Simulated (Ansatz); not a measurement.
## Au under changes of volume

One of the cells (17.771 Å³/atom); the others are scaled copies at fixed shape and fractional positions:

```
Au
1.0
     2.90000    0.00000    0.00000
    -1.45000    2.51147    0.00000
     0.00000    0.00000    4.88000
Au
2
Direct
  0.66667 0.33333 0.25000
  0.33333 0.66667 0.75000
```

This isn't the form of Au at room conditions, which is fcc.

- Program: Ansatz 0.2.0
- Functional: LDA
- Potentials or basis: Ansatz PAW
- Cutoff: 420 eV (not typed: the program's choice for these potentials)
- k mesh: 11 × 11 × 6
- Occupations: fermi-dirac, width 0.05 eV
- Spin: no spin polarisation

```csv
volume (Å³/atom),energy over the lowest point (meV/atom),pressure (GPa)
16.705,0.00,-1.3
17.060,7.02,-4.9
17.416,?,?
17.771,42.45,-10.8
18.127,69.08,-13.2
18.482,100.58,-15.2
18.837,136.27,-16.9
```

**Question.** What does the run at 17.416 Å³/atom give?

**Answer.** Energy over the lowest point 21.48 meV/atom; pressure -8.1 GPa.

Worked out: A Birch-Murnaghan fit of order 3 (a polynomial in V^(-2/3)) to the other rows has its minimum at 16.58 Å³/atom, just outside them, with B0 = V·E''(V) = 188 GPa and B' = 5.4 at fixed shape and positions, which overstates the stiffness. It gives 21.51 meV/atom at 17.416 Å³/atom, against the run's 21.48, and -dE/dV = -8.1 GPa, against -8.1.

Energies are extrapolated to zero smearing.

Caveats: the PAW data sets come from PBE, with cores solved anew for the run's functional, which leaves a small shift of forces and pressure.
